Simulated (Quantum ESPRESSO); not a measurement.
**Ag under changes of volume**

One of the cells (17.048 Å³/atom); the others are scaled copies at fixed shape and fractional positions:

```
Ag
1.0
     0.00000    2.04275    2.04275
     2.04275    0.00000    2.04275
     2.04275    2.04275    0.00000
Ag
1
Direct
  0.00000 0.00000 0.00000
```

```yaml
Program: Quantum ESPRESSO 7.5
Functional: PBE
Dispersion: D3(BJ)
Potentials_or_basis: PseudoDojo 0.4.1 SR PBE standard
Cutoff: 1116 eV
Density_cutoff: 4463 eV
k_mesh: 11 × 11 × 11
Occupations: fermi-dirac, width 0.05 eV
Spin: no spin polarisation
```

```tsv
volume (Å³/atom)	energy over the lowest point (meV/atom)	pressure (GPa)
16.025	23.02	7.8
16.366	9.50	4.7
16.707	2.06	2.0
17.048	0.00	-0.3
17.389	2.55	-2.3
17.730	9.12	-4.0
18.071	?	?
```

Problem. What does the run at 18.071 Å³/atom give?

Solution. Energy over the lowest point 19.06 meV/atom; pressure -5.5 GPa.

Worked out: A Birch-Murnaghan fit of order 3 (a polynomial in V^(-2/3)) to the other rows has its minimum at 17.02 Å³/atom with B0 = V·E''(V) = 110 GPa and B' = 6.0. It gives 19.19 meV/atom at 18.071 Å³/atom, against the run's 19.06, and -dE/dV = -5.5 GPa, against -5.5.

Energies are extrapolated to zero smearing.

Caveats: pairwise dispersion overbinds metals, which lowers pressure and volume.
